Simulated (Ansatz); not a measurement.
A crystal relaxed with r2SCAN+rVV10 in Ansatz has space group R3m:H (No. 160) and a = 3.172 Å, c = 18.712 Å.

```
atom  site       x       y       z
  Xx    3a  0.0000  0.0000  0.0000
   S    3a  0.3333  0.6667  0.2499
   S    3a  0.6667  0.3333  0.0835
```

With r2SCAN the valence top lies at T and the conduction bottom at Γ–S₀ (0.52 of the way from Γ), 1.18 eV higher; the smallest vertical gap, at H₀–L (0.10 of the way from H₀), is 1.97 eV. The HSE06 gap is indirect, 1.60 eV (T to Γ–S₀ (0.52 of the way from Γ)), below the direct gap of 2.33 eV at H₀–L (0.08 of the way from H₀). With PBE the valence top lies at T and the conduction bottom at Γ–S₀ (0.50 of the way from Γ), 1.07 eV higher; the smallest vertical gap, at H₀–L (0.10 of the way from H₀), is 1.85 eV. Meshes: r2SCAN 10×10×10, HSE06 6×6×6, PBE 10×10×10.

Q: Which element is Xx?
A. W
B. Cr
C. Mo

A: A. Xx is W: WS2 (3R-MoS2 type). W has 6 S at 2.41 Å; S has 3 W at 2.41 Å.

Calculated for a static, non-magnetic cell.

Spin-orbit coupling is left out, which matters wherever the heavy atoms make up the band edges.

Where an edge lies off the special points, it is a point of the mesh or the k point where a search put PBE's edge or least direct gap, reused for the other functionals, whose own edges may lie a little apart.
